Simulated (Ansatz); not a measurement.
Runs of Ansatz 0.2.0 on Pb. It takes space group Fm-3m (No. 225, cubic). The conventional cell has a = 4.950 Å, b = 4.950 Å, c = 4.950 Å, α = 90.00°, β = 90.00°, γ = 90.00°. Around Pb (site symmetry m-3m) lie 12 Pb at 3.50 Å. 

```tsv
task	level	cell	k mesh	cutoff (eV)	points for each segment of the path	mesh quality	gap on the mesh (eV)	pressure (GPa)	relaxed volume (Å³/atom)
relaxation of cell and atoms	HSEsol	relaxed	5 × 5 × 5	420	-	coarse	none	0.0	29.50
single point	r2SCANh	as given	5 × 5 × 5	500	-	coarse	none	0.4	-
single point	r2SCAN0	as given	5 × 5 × 5	500	-	coarse	none	-0.1	-
single point	PBEsol0	as given	5 × 5 × 5	420	-	coarse	none	-1.6	-
band structure	LDA	as given	9 × 9 × 9	420	14	not flagged	none	(a)	-
relaxation of cell and atoms	PBEsol0	relaxed	5 × 5 × 5	420	-	coarse	none	0.0	(b)
```

Alike in all rows: potentials or basis Ansatz PAW; no spin polarisation; smearing fermi-dirac 0.05 eV.

Task: Estimate the missing entries.

Result: (a) -2.2; (b) 29.39.

Caveats: some runs use coarse meshes; the PAW data sets come from PBE, with cores solved anew for the run's functional, which leaves a small shift of forces and pressure; the thresholds are loose for stress (some runs); the plane-wave basis is chosen anew once the cell has moved, so the energies of steps on either side of that aren't comparable (some runs); spin-orbit coupling is left out, which moves the levels of the heavy elements (some runs).

A k mesh can miss the band edges, and the runs leave out spin-orbit coupling on Pb.

A gap of «none» marks a metal or a gap under the smearing width.

Runs at the PBE level aren't shown here.
